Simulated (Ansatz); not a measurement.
**Sb: which structure wins at one pressure**

Which of fcc, bcc, hcp, omega, beta tin, simple hexagonal has the lowest enthalpy for Sb at one common pressure? The runs shown use LAPW. Companion runs by PAW are cited.

Computed with Ansatz 0.2.0 (DFT, PBE, all-electron LAPW, scalar-relativistic, unless a step's input says otherwise).

### Step 1. The system as given

The structure is cubic, space group Fm-3m (No. 225). The conventional cell has a = 4.445 Å, b = 4.445 Å, c = 4.445 Å, α = 90.00°, β = 90.00°, γ = 90.00°. Sb (site symmetry m-3m) is surrounded by 12 Sb at 3.14 Å.

Coordinates:

```cif
data_structure
_symmetry_space_group_name_H-M 'P 1'
_symmetry_Int_Tables_number 1
_cell_length_a 3.1434
_cell_length_b 3.1434
_cell_length_c 3.1434
_cell_angle_alpha 60.000
_cell_angle_beta 60.000
_cell_angle_gamma 60.000
_cell_volume 21.96
loop_
_atom_site_label
_atom_site_type_symbol
_atom_site_fract_x
_atom_site_fract_y
_atom_site_fract_z
_atom_site_occupancy
Sb1 Sb 0.00000 0.00000 0.00000 1
```

### Step 2. Fcc relaxed under pressure, LAPW

The input, input.yaml:

```yaml
crystal:
  lattice:
    - [0.0, 2.2227421678, 2.2227421678]
    - [2.2227421678, 0.0, 2.2227421678]
    - [2.2227421678, 2.2227421678, 0.0]
  atoms:
    - { symbol: Sb, position: [0.0, 0.0, 0.0] }
kpoints:
  mp_grid: { grid: [15, 15, 15] }
scf:
  occupations: { method: fermi_dirac, width: 0.08 }
hamiltonian:
  xc: pbe
  pseudopotentials: { kind: all_electron, lapw: { basis_error: 0.0005 } }
output:
  forces: true
  stress: true
  eigenvalues: true
relax:
  f_tol: 0.005
  max_steps: 12
  cell: { p_target: 22.0, stress_tol: 0.03 }
```

Launch:

```console
> ansatz run input.yaml --threads 1 --pin off --max-ram 3584MiB --backend cpu --events-out ev --progress --plain --runs-dir out
```

After this run come: Bcc relaxed under pressure, LAPW; Hcp relaxed under pressure, LAPW; Omega relaxed under pressure, LAPW; Beta tin relaxed under pressure, LAPW; Simple hexagonal relaxed under pressure, LAPW.

Before running it: what results should come out? Wanted: pressure; lowest (for each run or level that gives them).

**Answer**, as computed:

| quantity | value |
| --- | --- |
| pressure | 22 GPa |
| lowest (LAPW) | bcc, 61.6 meV/atom under omega |
| lowest (PAW) | bcc, 61.5 meV/atom under omega |

What this shows: By LAPW the order is bcc < omega < hcp < fcc < simple hexagonal < beta tin. By PAW the order is bcc < omega < hcp < fcc < simple hexagonal < beta tin. The methods agree on the lowest phase. Only these structures were tried, with electrons smeared by 0.08 eV and without vibrations, so the true ground state may be another. The k meshes differ between phases and weren't tested, which can move differences by some meV. Spin-orbit coupling is left out, though the cell holds Sb; in elements this heavy it can shift bands and gaps by tenths of an eV.
